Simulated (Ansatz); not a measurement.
Task: a cohesive energy from free atoms of LiH and its free atoms, with Ansatz 0.2.0 through its Python package. Give the script and its output. Level of theory (first run): PBE, norm-conserving potentials, the default cutoff (1034 eV here), Gaussian smearing of 0.02 eV.

`lih.py`:
```python
"""Cohesive energy of LiH from free atoms."""

from collections import Counter
import warnings

import ansatz

PHASES = {
    "LiH": (
        [(0.0, 2.03675, 2.03675), (2.03675, 0.0, 2.03675), (2.03675, 2.03675, 0.0)],
        [
            ("Li", (0.0, 0.0, 0.0)),
            ("H", (0.5, 0.5, 0.5)),
        ],
    ),
}


def build(vectors, sites):
    crystal = ansatz.Crystal(lattice=ansatz.Lattice.of(vectors))
    for symbol, position in sites:
        crystal = crystal.atom(symbol, position)
    return crystal


def counts(outcome):
    return Counter(site.symbol for site in outcome.lattice.sites)

UNPAIRED = {"Li": 1, "H": 1}  # unpaired electrons of the free atoms


def ground_state(name, crystal):
    calc = (
        crystal.calculation()
        .functional(ansatz.Functional.PBE)
        .scf(tolerance=1e-08)
        .mixing("broyden", beta=0.7)
        .pseudopotentials("nc")
        .kpoints(spacing=0.4)
        .occupations("gaussian", width=0.02)
    )
    if name.endswith(" atom"):
        calc = calc.kpoints(1, 1, 1).occupations("fermi_dirac", width=0.01)
        if UNPAIRED[name.split()[0]]:
            calc = calc.spin("collinear")
        return calc.run(threads=1, pin="off")
    calc = calc.relax(force_tolerance=0.02, cell=True)
    return calc.run(threads=1, pin="off")

warnings.simplefilter("ignore", ansatz.DeckWarning)

phases = {name: build(*cell) for name, cell in PHASES.items()}
# free atoms: a low-symmetry box, moments by the rule of Hund
for element, moment in UNPAIRED.items():
    phases[f"{element} atom"] = ansatz.Lattice.orthorhombic(10.0, 10.5, 11.0).atom(element, (0.5, 0.5, 0.5), moment=moment or None)

done = {name: ground_state(name, crystal) for name, crystal in phases.items()}

for element in UNPAIRED:
    atom = done[f"{element} atom"].report
    print(f"{element} atom: {atom['energy_sigma0_ev']:.4f} eV, moment {atom['magnetization_mub']:.2f} muB")
solid = done["LiH"]
n = counts(solid)
binding = (sum(k * done[f"{e} atom"].report["energy_sigma0_ev"] for e, k in n.items()) - solid.report["energy_sigma0_ev"]) / sum(n.values())
print(f"cohesive energy {binding:.3f} eV/atom = {96.4853 * binding:.0f} kJ/mol of atoms (no zero-point energy)")
```

Running `python lih.py` prints:
```text
Li atom: -195.2840 eV, moment 1.00 muB
H atom: -13.5980 eV, moment 1.00 muB
cohesive energy 2.347 eV/atom = 226 kJ/mol of atoms (no zero-point energy)
```

Reading the output:
- The settings weren't tested for convergence.
- The magnetic order follows from the starting moments and needn't be the lowest.
- Energy and stress may still move on a finer k-point mesh.
- The program warned that this SCF threshold is loose for forces or stresses.
- The cells come from databases of deposited and of computed structures, and not all need be stable phases.
- Free atoms in a box carry small image and symmetry errors, and spin-orbit coupling is left out.
- The script silences the warnings on its input, which a real study should read.
- Timing: 94 s on 1 thread of Arm Neoverse V2, with other jobs on the host, peak memory 2 GiB.
